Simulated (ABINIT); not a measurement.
ZrB2:

```
CELL_PARAMETERS angstrom
3.17000 0.00000 0.00000
-1.58500 2.74530 0.00000
0.00000 0.00000 3.53300
ATOMIC_POSITIONS crystal
Zr 0.00000 0.00000 0.00000
B 0.66667 0.33333 0.50000
B 0.33333 0.66667 0.50000
```

Base run:

```yaml
Program: ABINIT 10.8.3 (patched build)
Functional: PBE
Potentials_or_basis: SPMS NC PBE v1.0
Cutoff: 816 eV
k_mesh: 10 × 10 × 8
Occupations: fermi-dirac, width 0.05 eV
Spin: no spin polarisation
```

Its results: band gap on the k mesh none (metal or under the smearing width); pressure 0.9 GPa.

Q: After a change of settings the same cell gave: band gap on the k mesh none (metal or under the smearing width); pressure 0.0 GPa. Which change was it?
A. functional from PBE to PBEsol; potentials or basis from SPMS NC PBE v1.0 to PseudoDojo NC SR PBEsol v0.4.1 standard; cutoff from 816 eV to 1034 eV
B. potentials or basis from SPMS NC PBE v1.0 to SG15 NC PBE v1.2; cutoff from 816 eV to 707 eV
C. functional from PBE to SOGGA; potentials or basis from SPMS NC PBE v1.0 to JTH PAW PBE v2.0; cutoff from 816 eV to 463 eV
D. functional from PBE to RPBE; potentials or basis from SPMS NC PBE v1.0 to JTH PAW PBE v2.0; cutoff from 816 eV to 544 eV

A: B.

Not every run made on this cell is shown here.
